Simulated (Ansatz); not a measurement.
Input and command of a plane-wave DFT calculation in Ansatz:

```yaml
crystal:
  lattice:
    - [-1.5509627096, 1.5646534271, 1.5509627096]
    - [1.5783441446, -1.5646534271, 1.5783441446]
    - [1.5509627096, 1.5646534271, -1.5509627096]
  atoms:
    - { symbol: Mo, position: [0.0, 0.0, 0.0] }
basis:
  ecutwfc: 420
kpoints:
  mp_grid: { grid: [26, 26, 26] }
hamiltonian:
  xc: pbesol
scf:
  occupations: { method: gaussian, width: 0.15 }
output:
  forces: true
  stress: true
  eigenvalues: true
  write_density: true
  write_potential: true
  elf: true
  volumetric_format: npy
```

```bash
ansatz run input.yaml --threads 1 --pin off --max-ram 2560MiB --backend cpu --events-out ev --progress --plain --runs-dir out
```

Processor: Intel(R) Xeon(R) Processor @ 2.50GHz (Skylake/Cascade Lake), 1 thread, on a host shared with other jobs.

Problem. Estimate time, memory and problem size.

Solution. About 61 s on 1 thread of Intel(R) Xeon(R) Processor @ 2.50GHz (Skylake/Cascade Lake), with other jobs on the host, peak memory 0.7 GiB. It solves 11 bands at 2471 k points (the mesh reduced by symmetry) with about 321 plane waves, in 6 SCF iterations.
